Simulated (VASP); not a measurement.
From an Ansatz input to VASP: AlN (strained rocksalt)

Ansatz input

```yaml
crystal:
  lattice:
    - [0.0, 1.9583023986, 1.9583023986]
    - [1.9583023986, 0.0, 1.9583023986]
    - [1.9583023986, 1.9583023986, 0.0]
  atoms:
    - { symbol: Al, position: [0.0, 0.0, 0.0] }
    - { symbol: "N", position: [0.5, 0.5, 0.5] }
kpoints:
  mp_grid: { grid: [10, 10, 10] }
  band_path:
    path:
      - [0.0, 0.0, 0.0]
      - [0.5, 0.0, 0.5]
      - [0.625, 0.25, 0.625]
      - [0.375, 0.375, 0.75]
      - [0.5, 0.5, 0.5]
      - [0.5, 0.25, 0.75]
      - [0.0, 0.5, 0.5]
    npoints: 1
hamiltonian:
  xc: pbe
scf:
  occupations: { method: fermi_dirac, width: 0.02 }
  n_extra_bands: 4
output:
  forces: true
  stress: true
  eigenvalues: true
```

Task: Write VASP inputs for this cell and level of theory.

Result: 

INCAR

```
NELM = 120
LASPH = .TRUE.
ISIF = 2
NBANDS = 11
LWAVE = .FALSE.
ENCUT = 520
EDIFF = 1E-7
LCHARG = .FALSE.
ISMEAR = -1
NSW = 0
IBRION = -1
PREC = Accurate
GGA = PE
SIGMA = 0.02
LREAL = .FALSE.
```

KPOINTS

```
KPOINTS created by Atomic Simulation Environment
0
Gamma
10 10 10
0 0 0
```

KPOINTS_OPT

```
special points
7
Reciprocal
0.0000000000 0.0000000000 0.0000000000 1
0.5000000000 0.0000000000 0.5000000000 1
0.6250000000 0.2500000000 0.6250000000 1
0.3750000000 0.3750000000 0.7500000000 1
0.5000000000 0.5000000000 0.5000000000 1
0.5000000000 0.2500000000 0.7500000000 1
0.0000000000 0.5000000000 0.5000000000 1
```

POSCAR

```
Al N
 1.0000000000000000
     0.0000000000000000    1.9583023986000001    1.9583023986000001
     1.9583023986000001    0.0000000000000000    1.9583023986000001
     1.9583023986000001    1.9583023986000001    0.0000000000000000
 Al  N
   1   1
Cartesian
  0.0000000000000000  0.0000000000000000  0.0000000000000000
  1.9583023985999999  1.9583023985999999  1.9583023985999999
```

VASP ran with the recommended PBE PAW datasets (8 valence electrons in the cell). Other inputs would serve too.

```
                             Ansatz      VASP
gap between bands v and c   5.11 eV   5.12 eV
         least direct gap   7.10 eV   7.13 eV
                 pressure  36.6 GPa  36.3 GPa
```

Datasets and cutoffs are each program's own. VASP's cell holds 8 valence electrons and Ansatz's 8. Ansatz's stress includes a Pulay correction; VASP's doesn't.
